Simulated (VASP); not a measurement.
# BiTe (Fm-3m) in VASP: notebook, part 2 of 2

VASP 6.6.1. Earlier steps stand in the parts before.

**4. Single point, PBEsol**

File run.py:

```python
from ase.calculators.vasp import Vasp
from ase.dft.bandgap import bandgap
from ase.io import read

atoms = read('BiTe.cif', primitive_cell=True, subtrans_included=False)
calc = Vasp(
    directory='calc',
    xc='pbesol',
    pp='PBE',
    setups='minimal',
    prec='Accurate',
    encut=500,
    ediff=1e-07,
    ismear=0,
    sigma=0.1,
    lreal=False,
    lasph=True,
    nelm=100,
    algo='Fast',
    isif=2,
    lwave=False,
    lcharg=True,
    lelf=True,
    lvhar=True,
    kpts=[7, 7, 7],
    gamma=True,
)
atoms.calc = calc

print('energy (eV):', atoms.get_potential_energy())
print('free energy (eV):', atoms.get_potential_energy(force_consistent=True))
print('forces (eV/A):')
print(atoms.get_forces())
print('stress (eV/A^3, Voigt):', atoms.get_stress())
print('Fermi level (eV):', calc.get_fermi_level())
gap, top, bottom = bandgap(calc)
print('band gap (eV):', gap, 'from (spin, k, band)', top, 'to', bottom)
```

File BiTe.cif:

```cif
data_BiTe
_cell_length_a 6.47000000
_cell_length_b 6.47000000
_cell_length_c 6.47000000
_cell_angle_alpha 90.00000000
_cell_angle_beta 90.00000000
_cell_angle_gamma 90.00000000
_space_group_name_H-M_alt 'Fm-3m'
_space_group_name_Hall '-F 4 2 3'
_space_group_IT_number 225
loop_
_space_group_symop_operation_xyz
'x,y,z'
'-x,-y,-z'
'-y,x,z'
'y,-x,-z'
'-x,-y,z'
'x,y,-z'
'y,-x,z'
'-y,x,-z'
'x,-y,-z'
'-x,y,z'
'-y,-x,-z'
'y,x,z'
'-x,y,-z'
'x,-y,z'
'y,x,-z'
'-y,-x,z'
'z,x,y'
'-z,-x,-y'
'z,-y,x'
'-z,y,-x'
'z,-x,-y'
'-z,x,y'
'z,y,-x'
'-z,-y,x'
'-z,x,-y'
'z,-x,y'
'-z,-y,-x'
'z,y,x'
'-z,-x,y'
'z,x,-y'
'-z,y,x'
'z,-y,-x'
'y,z,x'
'-y,-z,-x'
'x,z,-y'
'-x,-z,y'
'-y,z,-x'
'y,-z,x'
'-x,z,y'
'x,-z,-y'
'-y,-z,x'
'y,z,-x'
'-x,-z,-y'
'x,z,y'
'y,-z,-x'
'-y,z,x'
'x,-z,y'
'-x,z,-y'
'x,y+1/2,z+1/2'
'-x,-y+1/2,-z+1/2'
'-y,x+1/2,z+1/2'
[... 62 lines left out ...]
'-z+1/2,-x,-y+1/2'
'z+1/2,-y,x+1/2'
'-z+1/2,y,-x+1/2'
'z+1/2,-x,-y+1/2'
'-z+1/2,x,y+1/2'
'z+1/2,y,-x+1/2'
'-z+1/2,-y,x+1/2'
'-z+1/2,x,-y+1/2'
'z+1/2,-x,y+1/2'
'-z+1/2,-y,-x+1/2'
'z+1/2,y,x+1/2'
'-z+1/2,-x,y+1/2'
'z+1/2,x,-y+1/2'
'-z+1/2,y,x+1/2'
'z+1/2,-y,-x+1/2'
'y+1/2,z,x+1/2'
'-y+1/2,-z,-x+1/2'
'x+1/2,z,-y+1/2'
'-x+1/2,-z,y+1/2'
'-y+1/2,z,-x+1/2'
'y+1/2,-z,x+1/2'
'-x+1/2,z,y+1/2'
'x+1/2,-z,-y+1/2'
'-y+1/2,-z,x+1/2'
'y+1/2,z,-x+1/2'
'-x+1/2,-z,-y+1/2'
'x+1/2,z,y+1/2'
'y+1/2,-z,-x+1/2'
'-y+1/2,z,x+1/2'
'x+1/2,-z,y+1/2'
'-x+1/2,z,-y+1/2'
'x+1/2,y+1/2,z'
'-x+1/2,-y+1/2,-z'
'-y+1/2,x+1/2,z'
'y+1/2,-x+1/2,-z'
'-x+1/2,-y+1/2,z'
'x+1/2,y+1/2,-z'
'y+1/2,-x+1/2,z'
'-y+1/2,x+1/2,-z'
'x+1/2,-y+1/2,-z'
'-x+1/2,y+1/2,z'
'-y+1/2,-x+1/2,-z'
'y+1/2,x+1/2,z'
'-x+1/2,y+1/2,-z'
'x+1/2,-y+1/2,z'
'y+1/2,x+1/2,-z'
'-y+1/2,-x+1/2,z'
'z+1/2,x+1/2,y'
'-z+1/2,-x+1/2,-y'
'z+1/2,-y+1/2,x'
'-z+1/2,y+1/2,-x'
'z+1/2,-x+1/2,-y'
'-z+1/2,x+1/2,y'
'z+1/2,y+1/2,-x'
'-z+1/2,-y+1/2,x'
'-z+1/2,x+1/2,-y'
'z+1/2,-x+1/2,y'
'-z+1/2,-y+1/2,-x'
'z+1/2,y+1/2,x'
'-z+1/2,-x+1/2,y'
'z+1/2,x+1/2,-y'
'-z+1/2,y+1/2,x'
'z+1/2,-y+1/2,-x'
'y+1/2,z+1/2,x'
'-y+1/2,-z+1/2,-x'
'x+1/2,z+1/2,-y'
'-x+1/2,-z+1/2,y'
'-y+1/2,z+1/2,-x'
'y+1/2,-z+1/2,x'
'-x+1/2,z+1/2,y'
'x+1/2,-z+1/2,-y'
'-y+1/2,-z+1/2,x'
'y+1/2,z+1/2,-x'
'-x+1/2,-z+1/2,-y'
'x+1/2,z+1/2,y'
'y+1/2,-z+1/2,-x'
'-y+1/2,z+1/2,x'
'x+1/2,-z+1/2,y'
'-x+1/2,z+1/2,-y'
loop_
_atom_site_label
_atom_site_type_symbol
_atom_site_symmetry_multiplicity
_atom_site_Wyckoff_symbol
_atom_site_fract_x
_atom_site_fract_y
_atom_site_fract_z
_atom_site_occupancy
Bi1 Bi 4 a 0.0000000000 0.0000000000 0.0000000000 1
Te1 Te 4 b 0.5000000000 0.0000000000 0.0000000000 1
```

Potentials or basis: VASP PAW PBE potentials, release 64 (Bi, Te).

Launch:

```bash
python run.py
```

Log:

```text
energy (eV): -7.93619451
free energy (eV): -7.94417538
forces (eV/A):
[[-0. -0. -0.]
 [ 0.  0.  0.]]
stress (eV/A^3, Voigt): [ 0.00942595  0.00942595  0.00942595 -0.         -0.         -0.        ]
Fermi level (eV): 5.95205577
band gap (eV): 0.0 from (spin, k, band) (None, None, None) to (None, None, None)
```

OUTCAR:

```text
ENCUT = 500.000000
   EDIFF = 1.00e-07
   GGA = PS
   PREC = Accurate
   ISIF = 2
   ISMEAR = 0
   NELM = 100
   LASPH = .TRUE.
   LREAL = .FALSE.

 ion  position               nearest neighbor table
   1  0.000  0.000  0.000-   2 3.23   2 3.23   2 3.23   2 3.23   2 3.23   2 3.23
   2  0.500  0.500  0.500-   1 3.23   1 3.23   1 3.23   1 3.23   1 3.23   1 3.23

  LATTYP: Found a face centered cubic cell.
 ALAT       =     6.4700000000

  Lattice vectors:

 A1 = (   0.0000000000,   3.2350000000,   3.2350000000)
 A2 = (   3.2350000000,   0.0000000000,   3.2350000000)
 A3 = (   3.2350000000,   3.2350000000,   0.0000000000)

Analysis of symmetry for initial positions (statically):
=====================================================================
 Subroutine PRICEL returns:
 Original cell was already a primitive cell.

 Routine SETGRP: Setting up the symmetry group for a
 face centered cubic supercell.

 Subroutine GETGRP returns: Found 48 space group operations
 (whereof 48 operations were pure point group operations)
 out of a pool of 48 trial point group operations.

The static configuration has the point symmetry O_h .
[... 164 lines left out ...]
 Fermi energy:         5.9520557704

 k-point     1 :       0.0000    0.0000    0.0000
  band No.  band energies     occupation
      1      -7.6037      2.00000
      2      -2.2024      2.00000
      3       3.3956      2.00000
      4       3.3956      2.00000
      5       3.3956      2.00000
      6       8.0769      0.00000
      7       8.0769      0.00000
      8       8.0769      0.00000
      9      10.5412      0.00000
[... 217 lines left out ...]
 k-point    20 :      -0.2857    0.4286    0.1429
  band No.  band energies     occupation
      1      -5.3574      2.00000
      2      -4.9623      2.00000
      3       0.8305      2.00000
      4       1.4179      2.00000
      5       3.9630      2.00000
      6       6.0301      0.26990
      7       9.1567      0.00000
      8      10.0049      0.00000
      9      10.5125      0.00000

------------------------ aborting loop because EDIFF is reached ----------------------------------------

  FORCE on cell =-STRESS in cart. coord.  units (eV):
  Direction    XX          YY          ZZ          XY          YZ          ZX
  --------------------------------------------------------------------------------------
  -------------------------------------------------------------------------------------
  Total       -0.6382306     -0.6382306     -0.6382306      0.0000000      0.0000000      0.0000000
  in kB      -15.1020309    -15.1020309    -15.1020309      0.0000000      0.0000000      0.0000000
  external PRESSURE =     -15.1020309 kB  Pullay stress =       0.0000000 kB

 VOLUME and BASIS-vectors are now :
 -----------------------------------------------------------------------------
  energy-cutoff  :      500.00
  volume of cell :       67.71
      direct lattice vectors                 reciprocal lattice vectors
     0.000000000  3.235000000  3.235000000    -0.154559505  0.154559505  0.154559505
     3.235000000  0.000000000  3.235000000     0.154559505 -0.154559505  0.154559505
     3.235000000  3.235000000  0.000000000     0.154559505  0.154559505 -0.154559505

 POSITION                                       TOTAL-FORCE (eV/Angst)
 -----------------------------------------------------------------------------------
      0.00000      0.00000      0.00000        -0.000000     -0.000000     -0.000000
      3.23500      3.23500      3.23500         0.000000      0.000000      0.000000
 -----------------------------------------------------------------------------------
    total drift:                                0.000000      0.000000      0.000000

  FREE ENERGIE OF THE ION-ELECTRON SYSTEM (eV)
  ---------------------------------------------------
  free  energy   TOTEN  =        -7.9441753788 eV

  energy  without entropy=       -7.9282136420  energy(sigma->0) =       -7.93619451
```

INCAR:

```text
ENCUT = 500.000000
SIGMA = 0.100000
EDIFF = 1.00e-07
ALGO = Fast
GGA = PS
PREC = Accurate
ISIF = 2
ISMEAR = 0
NELM = 100
LASPH = .TRUE.
LCHARG = .TRUE.
LELF = .TRUE.
LVHAR = .TRUE.
LWAVE = .FALSE.
LREAL = .FALSE.
```

Wall time 13 s (1 thread of Intel Xeon 6975P-C (Granite Rapids), shared host); peak memory 0.21 GiB.

What came out:

| Property | Result |
| --- | --- |
| Free energy | -7.9442 eV |
| Pressure | -1.5 GPa |
| Band gap on the k mesh | none (metal or under the smearing width) |

Caveat: the PAW data sets were made with another functional, which shifts forces and pressure a little; spin-orbit coupling is left out, which moves the levels of the heavy elements.

**5. Single point, TPSS+D4 (atoms moved at random, drawn with an rms of 0.15 Å)**

File INCAR:

```
SYSTEM = BiTe
PREC = Accurate ; ENCUT = 520
EDIFF = 1E-6 ; ISMEAR = -1
SIGMA = 0.3 ; LREAL = .FALSE.
LASPH = .TRUE. ; NELM = 80
ALGO = Normal ; ISIF = 2
LWAVE = .FALSE. ; LCHARG = .FALSE.
METAGGA = TPSS ; LMIXTAU = .TRUE.
IVDW = 13 ; NBANDS = 18
MAXMIX = 5
```

File KPOINTS:

```
regular mesh
0
G
  7 7 7
  0 0 0
```

File POSCAR:

```
BiTe
1.0
    0.0000000000      3.2350000000      3.2350000000
    3.2350000000      0.0000000000      3.2350000000
    3.2350000000      3.2350000000      0.0000000000
Bi Te
1 1
Direct
   -0.0009730000     -0.0027650000      0.0241550000
    0.4917330000      0.5267780000      0.5183190000
```

Potentials or basis: VASP PAW PBE potentials, release 64 (Bi_d, Te).

Launch:

```bash
cat potpaw_PBE.64/Bi_d/POTCAR potpaw_PBE.64/Te/POTCAR > POTCAR
mpirun -np 1 vasp_std > vasp.out
```

Run time: 7.1 min. Hardware: 1 thread of Intel Xeon 6975P-C (Granite Rapids), shared host; peak memory 0.36 GiB.

The run converged, but some of its settings lie outside the range that counts as converged (typed here: MAXMIX = 5; ISMEAR = -1; SIGMA = 0.3), so its numbers aren't taken as properties of the crystal.

What came out:

```
Free energy                : -15.7326 eV
Pressure                   : -2.1 GPa
Largest force              : 0.273 eV/Å
Band gap on the k mesh     : none (metal or under the smearing width)
Dispersion energy per atom : -0.664 eV
```

Caveat: the PAW data sets were made with another functional, which shifts forces and pressure a little; spin-orbit coupling is left out, which moves the levels of the heavy elements; pairwise dispersion overbinds metals, which lowers pressure and volume.
